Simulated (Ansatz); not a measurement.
# Bi2Se3 (Paraguanajuatite) (R-3m) in Ansatz: further runs, part 2 of 2

Ansatz 0.2.0.

### 3 Relaxation of cell and atoms, r2SCAN+D3(BJ)

Input file input.yaml:

```yaml
crystal:
  lattice:
    - [2.0715, 1.1959810826, 9.5453333333]
    - [-2.0715, 1.1959810826, 9.5453333333]
    - [0.0, -2.3919621653, 9.5453333333]
  atoms:
    - { symbol: Bi, position: [0.5992, 0.5992, 0.5992] }
    - { symbol: Bi, position: [0.4008, 0.4008, 0.4008] }
    - { symbol: Se, position: [0.7883, 0.7883, 0.7883] }
    - { symbol: Se, position: [0.2117, 0.2117, 0.2117] }
    - { symbol: Se, position: [0.0, 0.0, 0.0] }
hamiltonian:
  xc: r2scan
  pseudopotentials: { kind: paw }
  dispersion: d3bj
kpoints:
  mp_grid: { grid: [8, 8, 8] }
scf:
  occupations: { method: fermi_dirac, width: 0.05 }
output:
  forces: true
  stress: true
relax:
  f_tol: 0.01
  max_steps: 40
  cell: { stress_tol: 0.05 }
```

Potentials or basis: Ansatz PAW.

Run with:

```console
$ ansatz run input.yaml --threads 2 --pin off --max-ram 5120MiB --backend cpu --events-out ev --progress --plain --runs-dir out
```

Log:

```text
Warning: the engine holds no damping parameters fitted to this dispersion correction and functional, so the run takes those fitted to r2scan beside the three-body term, which d3bj leaves out (hamiltonian.dispersion, under Limitations)
Warning: RAYON_NUM_THREADS=2 ignored (pool sized by the plan → 2); use --threads N
basis.fft_grid_basis auto: the FFT boxes are laid along the combinations [[1, 0, -1], [0, 1, -1], [0, 0, 1]] of the cell's own vectors, 4.143, 4.143 and 9.840 Å long. The dense box has 32×32×72 points. Along the cell's own vectors, as sized, it would have 72×72×72, 5.06 times as many. Of the 12 symmetry operations that the crystal satisfies within crystal.symmetry.tolerance (time reversal apart; of a slab, those that keep its plane) the dense box along the cell's own vectors carries 12, and the one as laid loses 8 of those. basis.fft_grid_basis: typed keeps the cell's own vectors: state it where this run's energies or levels are differenced outside the engine with another run's, or held beside a run that keeps those vectors.
Engine: ansatz 0.2.0, aarch64-unknown-linux-gnu
Pseudopotentials: kind: paw
Pseudopotential: Bi, paw, valence charge 15, recommended cutoff 500 eV (meta_gga), Bi.paw.azcp
Pseudopotential: Se, paw, valence charge 16, recommended cutoff 500 eV (meta_gga), Se.paw.azcp
Functional definition: r2SCAN
  parameter k0 = 0.174
  parameter k1 = 0.065
  parameter a1 = 4.9479
  exchange = r2scan_x(k0 = k0, k1 = k1, a1 = a1)
  correlation = r2scan_c
Crystal: 5 atoms, lattice volume = 141.890 Å³
Basis set: ecut = 500 eV, 3587 PW (Γ), FFT grids on a1−a3, a2−a3, a3, exchange–correlation on 128×128×288 points (64 copies of the dense FFT grid, shifted against one another)
Bands: 47, of which v1, the nominal top of the filled ones, is band 39 counted from 1 (38 counted from 0)
Symmetry: 12 space group operations
Space group: R-3m (ITA 166), of the structure as read, at distance tolerance 5.2e-5 Å
k-points: 65 of 512
Non-local potential: Bi, projectors of the file, l = 0: 2, l = 1: 2, l = 2: 2, l = 3: 2
Non-local potential: Se, projectors of the file, l = 0: 2, l = 1: 2, l = 2: 3, l = 3: 1
PAW form: soft (Blöchl's): semilocal exchange-correlation on the pseudo side does not see the compensation charge
PAW frozen core: Bi, regenerated for the run's functional (the file was generated under x = pbe(κ = 0.804, μ = 0.2195149727645171), c = pbe(β = 0.06672455060314922))
PAW frozen core: Se, regenerated for the run's functional (the file was generated under x = pbe(κ = 0.804, μ = 0.2195149727645171), c = pbe(β = 0.06672455060314922))
PAW one-centre angular grid: Bi, 590 points (default); XC on 160 Gauss nodes
PAW one-centre angular grid: Se, 590 points (default); XC on 160 Gauss nodes
Initial density: superposition of atomic densities (neutral atoms: chi_scale 0, normalization atom), corrected by the library's trained network
Initial wavefunctions: pseudopotential atomic-orbital guess
Functional: x = r2scan, c = r2scan; τ floored in thin density (d = 2e-4 eV/Å³)
SCF iter   1: F=—  HF=-41259.528886 eV  |F-HF|=—  |Δ(HF+E_count)|=         —  Δρ=4.63e-3  dr2=5.90e-2  dr2_τ=1.19e-2  ethr=1.77e-3  ⟨swp⟩=8.5  Hψ=13158  notcnv=0  defer=9
preconditioner: auto → Resta (q_TF=auto, 2.469 Å⁻¹)  ε∞=3.8  [insulator: Δε(μ)=0.524 eV  Ē_g=9.921 eV  σ=0.050 eV  W_gap=0.99  n_scr=36 (ndim 8)  ℏωp=16.5 eV  f_vac=0.032  D(μ)=0.00/eV (n_scr^D=0)  ε∞_Penn≈3.8]
SCF iter   2: F=—  HF=-41259.537176 eV  |F-HF|=—  |Δ(HF+E_count)|=   8.29e-3  Δρ=2.25e-3  dr2=9.19e-3  dr2_τ=5.15e-4  ethr=7.56e-5  ⟨swp⟩=2.7  Hψ=5975  notcnv=0  defer=93
SCF iter   3: F=—  HF=-41259.537398 eV  |F-HF|=—  |Δ(HF+E_count)|=   2.22e-4  Δρ=1.09e-3  dr2=2.75e-3  dr2_τ=7.04e-5  ethr=1.18e-5  ⟨swp⟩=2.5  Hψ=4730  notcnv=0  defer=28
automatic band count: iteration 3 solves 46 bands in place of 47: the levels show a gap, and the empty bands left out lie too high to hold charge; the band table lists the bands solved (type scf.n_extra_bands for more)
SCF iter   4: F=—  HF=-41259.537502 eV  |F-HF|=—  |Δ(HF+E_count)|=   1.04e-4  Δρ=3.51e-4  dr2=2.37e-4  dr2_τ=7.25e-6  ethr=3.52e-6  ⟨swp⟩=2.0  Hψ=3408  notcnv=0  defer=28
[... 55 lines left out ...]
SCF 5 converged in 5 iterations: F = -41259.548489 eV  dr2 = 9.45e-8
relax step   5: F+E_penalty+E_count = -41259.54848896 eV  Δ(F+E_penalty+E_count) = -2.741e-4 eV  max|allowed force component| = 2.192e-3 eV/Å  Δτ_max = 0.0043 Å  P = +0.004 GPa  Ω = 145.029 Å³  energy of the carried Pulay correction = -3.013e-4 eV  (5 SCF iters, dr2 threshold 1.14e-7 eV, accepted)
Basis set: ecut = 500 eV, 3677 PW (Γ), FFT grids on a1−a3, a2−a3, a3, exchange–correlation on 128×128×300 points (64 copies of the dense FFT grid, shifted against one another)
Initial wavefunctions: pseudopotential atomic-orbital guess (no wavefunctions were taken with the density)
iter 1 solved again at ethr=1.83e-8 eV; its pass at ethr=3.10e-3 eV (dr2=1.43e-5 eV) is discarded
SCF iter   1: F=—  HF=-41259.546880 eV  |F-HF|=—  |Δ(HF+E_count)|=         —  Δρ=3.33e-4  dr2=3.03e-6  dr2_τ=7.88e-7  ethr=1.83e-8  ⟨swp⟩=4.1  Hψ=22042  notcnv=0
preconditioner: auto → Resta (q_TF=auto, 2.460 Å⁻¹)  ε∞=3.7  [insulator: Δε(μ)=0.632 eV  Ē_g=9.864 eV  σ=0.050 eV  W_gap=1.00  n_scr=42 (ndim 8)  ℏωp=16.3 eV  f_vac=0.052  D(μ)=0.00/eV (n_scr^D=0)  ε∞_Penn≈3.7]
SCF iter   2: F=—  HF=-41259.548497 eV  |F-HF|=—  |Δ(HF+E_count)|=   1.62e-3  Δρ=1.68e-4  dr2=7.69e-7  dr2_τ=1.40e-5  ethr=3.88e-9  ⟨swp⟩=2.1  Hψ=3979  notcnv=0
SCF iter   3: F=—  HF=-41259.548826 eV  |F-HF|=—  |Δ(HF+E_count)|=   3.29e-4  Δρ=4.27e-6  dr2=1.76e-8  dr2_τ=6.45e-9  ethr=9.85e-10  ⟨swp⟩=2.0  Hψ=3973  notcnv=0
SCF iter   4: F=—  HF=-41259.548826 eV  |F-HF|=—  |Δ(HF+E_count)|=   1.58e-7  Δρ=1.28e-6  dr2=3.06e-9  dr2_τ=1.80e-10  ethr=2.26e-11  ⟨swp⟩=2.0  Hψ=5593  notcnv=0
SCF iter   5: F=—  HF=-41259.548826 eV  |F-HF|=—  |Δ(HF+E_count)|=   3.32e-9  Δρ=6.01e-7  dr2=2.30e-9  dr2_τ=2.65e-11  ethr=3.92e-12  ⟨swp⟩=2.0  Hψ=4943  notcnv=0
SCF iter   6: F=—  HF=-41259.548826 eV  |F-HF|=—  |Δ(HF+E_count)|=  5.82e-11  Δρ=2.86e-7  dr2=2.31e-10  dr2_τ=1.30e-11  ethr=2.96e-12  ⟨swp⟩=1.8  Hψ=3299  notcnv=0
SCF iter   7: F=-41259.548826 eV  HF=-41259.548826 eV  |F-HF|=2.18e-11  |Δ(HF+E_count)|=  2.76e-10  Δρ=9.85e-8  dr2=2.68e-11  dr2_τ=7.56e-13  ethr=1.00e-12  ⟨swp⟩=4.6  Hψ=10115  notcnv=0
SCF 6 converged in 7 iterations: F = -41259.548826 eV  dr2 = 2.68e-11
relax step   6: F+E_penalty+E_count = -41259.54882611 eV  Δ(F+E_penalty+E_count) = -3.371e-4 eV  max|allowed force component| = 2.122e-3 eV/Å  Δτ_max = 0.0000 Å  P = +0.006 GPa  Ω = 145.029 Å³  stress off target by 7.80e-3 GPa  SCF on the basis re-selected at this cell (its energy is not comparable with the rows above)  (7 SCF iters)
basis re-selected at this cell: Δ(F+E_penalty+E_count) = -3.371e-4 eV, ΔP = +0.002 GPa vs the last step (what re-selecting the basis moved, of the pressure what is left beyond the Pulay correction that the steps carried, after the strain that the cell walked since its last selection, with what the two solves' SCF thresholds leave and, on support functions, any second-order correction that the steps lacked; it is no measure of the basis error at this ecutwfc). The dense FFT grid was sized anew with the basis: this SCF ran on 32×32×75 points, the steps before it on 32×32×72, so part of this shift can come from that change (see relax.cell in the input reference). This SCF's stress stands 7.80e-3 GPa from its target on what of the cell is left free (relax.cell.stress_tol is 5.00e-2 GPa) and its largest allowed force component is 2.12e-3 eV/Å (relax.f_tol is 1.00e-2 eV/Å): within both
SCF converged after 7 iterations
Free energy (F): -41259.548826 eV
Harris-Foulkes:  -41259.548826 eV  (|F-HF|=2.18e-11)
Internal energy: -41259.548815 eV  (E = F + TS)
E sigma→0 (E₀):  -41259.548820 eV
Entropy (-TS):   -0.000012 eV (-0.002 meV/atom)
Fermi energy:    8.781386 eV
--- Per-component energies (eV) ---
  E_band       = -1424.673301
  E_kinetic    = 955.758524
  E_local      = -10584.836578  (includes V_loc(G=0)·N_el)
  E_nonlocal   = -659.198956
  E_hartree    = 4714.072989
  E_xc         = -578.116618
  E_vxc        = -631.720509  (∫ρ·V_xc dr)
  E_paw        = -27151.170591  (= ΣΔE_a)
  E_vpaw       = 30.130399  (= ΣTr[D̂ρ^β])
  E_aug_tail   = -0.001151  (compensation charges beyond the density's cutoff)
  E_vtau       = 37.048923  (kinetic-family band-sum trace: ∫τ·v_τ [+ j·A + Jᵃ·Aᵃ] dr)
  E_ewald      = -7951.592411
  E_disp       = -0.920806  (pairwise vdW)
  E_core_change = -3.543216  (= ΣΔE_core)
  E_smearing   = -0.000012  (= −TS)
  E_closure    = -0.000000  (closes the sum)
  Σ components = -41259.548826   (vs F -41259.548826, Δ=0.00e0)
--- Forces (eV/Å), atoms counted from 1 ---
  atom   1  Bi    -0.00000000    -0.00000000     0.00212182
  atom   2  Bi     0.00000000     0.00000000    -0.00212182
  atom   3  Se    -0.00000000    -0.00000000     0.00053321
  atom   4  Se     0.00000000     0.00000000    -0.00053321
  atom   5  Se     0.00000000    -0.00000000    -0.00000000
  max |Σ_I F_I| component: 2.17e-19 eV/Å
--- Stress (GPa, compression-positive) ---
        0.004809       0.000000      -0.000000
        0.000000       0.004809      -0.000000
       -0.000000      -0.000000       0.007799
  P = ⅓ Tr σ = 0.0058 GPa (0.058 kbar)
--- Relaxed structure (5 steps of the walk, 5 accepted, 1 SCFs on fresh bases) ---
  F+E_penalty+E_count = -41259.54882611 eV   max|allowed force component| = 2.122e-3 eV/Å   (the final SCF, on the basis selected at the relaxed cell)
  cell:  # Å, volume = 145.0286 Å³
    - [2.071497583296914, 1.195979687325096, 9.75650595334964]
    - [-2.071497583296914, 1.195979687325096, 9.75650595334964]
    - [-6.398514976286577e-33, -2.391959374701298, 9.756505953343375]
  atoms:
    - { symbol: Bi, position: [0.6006401125354587, 0.6006401125354587, 0.6006401125354587] }
    - { symbol: Bi, position: [0.3993598874645411, 0.3993598874645411, 0.3993598874645411] }
    - { symbol: Se, position: [0.7856567588392507, 0.7856567588392507, 0.7856567588392507] }
    - { symbol: Se, position: [0.2143432411607492, 0.2143432411607492, 0.2143432411607492] }
    - { symbol: Se, position: [-6.057841445725329e-21, -6.057841445725261e-21, -6.057841441377281e-21] }
```

Wall time 2.1 min (2 threads of Arm Neoverse V1, shared host); peak memory 0.98 GiB.

Results:

| Item | Value |
| --- | --- |
| Free energy | -41259.5488 eV |
| Relaxed volume | 29.01 Å³/atom |
| Relaxed cell | a = 10.045 Å, b = 10.045 Å, c = 10.045 Å, α = 23.80°, β = 23.80°, γ = 23.80° |
| Space group after relaxing (to 0.05 Å) | R-3m (No. 166) |
| Energy gained by relaxing | 2.2 meV/atom |
| Ionic steps | 6 |
| Pressure after relaxing | 0.0 GPa |
| Band gap on the k mesh | 0.63 eV |

Forces in eV/Å, atoms in the order of the input:
```
Bi   0.000  0.000  0.002
Bi   0.000  0.000 -0.002
Se   0.000  0.000  0.001
Se   0.000  0.000 -0.001
Se   0.000  0.000  0.000
```

Step by step:
```
step  energy change (eV)  largest force (eV/Å)  volume (Å³)
   1              0.0000                0.0813       141.89
   2             -0.0075                0.0676       144.55
   3             -0.0103                0.0149       144.74
   4             -0.0106                0.0427       144.83
   5             -0.0109                0.0022       145.03
   6             -0.0112                0.0021       145.03
```

Final structure:
```
CELL_PARAMETERS angstrom
2.07150 1.19598 9.75651
-2.07150 1.19598 9.75651
0.00000 -2.39196 9.75651
ATOMIC_POSITIONS crystal
Bi 0.60064 0.60064 0.60064
Bi 0.39936 0.39936 0.39936
Se 0.78566 0.78566 0.78566
Se 0.21434 0.21434 0.21434
Se 0.00000 0.00000 0.00000
```

Caveat: the plane-wave basis is chosen anew once the cell has moved, so the energies of steps on either side of that aren't comparable; spin-orbit coupling is left out, which as a rule narrows the gap of such compounds by several tenths of an eV; the PAW data sets come from PBE, with cores solved anew for the run's functional, which leaves a small shift of forces and pressure; the dispersion damping was fitted for another functional or another form of the correction.
